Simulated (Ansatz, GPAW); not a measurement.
Given: the input of a run of Ansatz 0.2.0 on AlNi. Atoms were shifted at random by some hundredths of an Å from the given cell, which wasn't relaxed again for these runs. 

Contents of input.yaml:

```yaml
crystal:
  lattice:
    - [2.881, 0.0, 0.0]
    - [0.0, 2.881, 0.0]
    - [0.0, 0.0, 2.881]
  atoms:
    - { symbol: Ni, position: [0.498974, 0.474523, 0.498153], spin: 1.0 }
    - { symbol: Al, position: [0.00605, 0.010975, -0.002286] }
hamiltonian:
  xc: pbesol
  pseudopotentials: { kind: paw }
magnetization:
  spin_polarized: true
kpoints:
  mp_grid: { grid: [9, 9, 9] }
scf:
  occupations: { method: fermi_dirac, width: 0.05 }
output:
  forces: true
  stress: true
  eigenvalues: true
```

Potentials or basis: Ansatz PAW.

Run with:

```bash
$ ansatz run input.yaml --threads 1 --pin off --max-ram 3584MiB --backend cpu --events-out ev --progress --plain --runs-dir out
```

Question: What does the same run look like in GPAW 26.7.0 (ASE script)? Potentials or basis there: PAW data sets generated for this functional, cutoff 600 eV.

Answer: As run (cutoffs and basis follow the program's own potentials, and thresholds, step limits or extra output files can differ):

run.py

```python
from ase import Atoms
from ase.dft.bandgap import bandgap
from ase.io import write
from ase.units import GPa
from gpaw import GPAW, PW, setup_paths

setup_paths.insert(0, '.')

atoms = Atoms(['Ni', 'Al'],
              cell=[[2.881, 0.0, 0.0],
                    [0.0, 2.881, 0.0],
                    [0.0, 0.0, 2.881]],
              scaled_positions=[[0.498974, 0.474523, 0.498153],
                                [0.00605, 0.010975, -0.002286]],
              pbc=True)
atoms.set_initial_magnetic_moments([1.0, 0.0])

calc = GPAW(mode=PW(600),
            xc='PBEsol',
            kpts={'size': (9, 9, 9), 'gamma': True},
            occupations={'name': 'fermi-dirac', 'width': 0.05},
            nbands=20,
            convergence={'density': 1e-05, 'energy': 1e-05},
            maxiter=150,
            txt='gpaw.txt')
atoms.calc = calc
energy = atoms.get_potential_energy()
forces = atoms.get_forces()
stress = atoms.get_stress()
calc.write('gs.gpw')
write('result.traj', atoms)
print(f'Energy: {energy:.6f} eV')
print('Forces (eV/A):')
print(forces.round(4))
print('Stress (GPa):', (stress / GPa).round(3))
print('Moments:', calc.get_magnetic_moments().round(3))
print('Fermi level:', round(calc.get_fermi_level(), 4), 'eV')
print(f'Gap: {bandgap(calc)[0]:.4f} eV, direct: {bandgap(calc, direct=True)[0]:.4f} eV')
```

Potentials or basis: PAW data sets generated in the run's folder for this functional, pw.

Launch:

```sh
$ gpaw-setup -f PBEsol Al Ni
$ OMP_NUM_THREADS=1 python run.py
```

Both were run:

|  | Ansatz | GPAW |
| --- | --- | --- |
| Pressure | -2.6 GPa | -1.5 GPa |
| Largest force | 0.614 eV/Å | 0.635 eV/Å |
| Net moment | 0.00 μB per cell | 0.00 μB per cell |
| Energy over the undisturbed cell | 16.4 meV/atom | 17.0 meV/atom |

Ansatz's pressure holds a Pulay term of +0.06 GPa for its cutoff of 420 eV, which the other run lacks.

The potentials hold 21 and 19 valence electrons a cell.

Ansatz's potentials were made for PBE.

Where Ansatz's input types no cutoff or centring, it takes its own default and a Γ-centred mesh.

The magnetic state is the one that the start led to; the real crystal's order can differ.

Pressure is positive in compression.
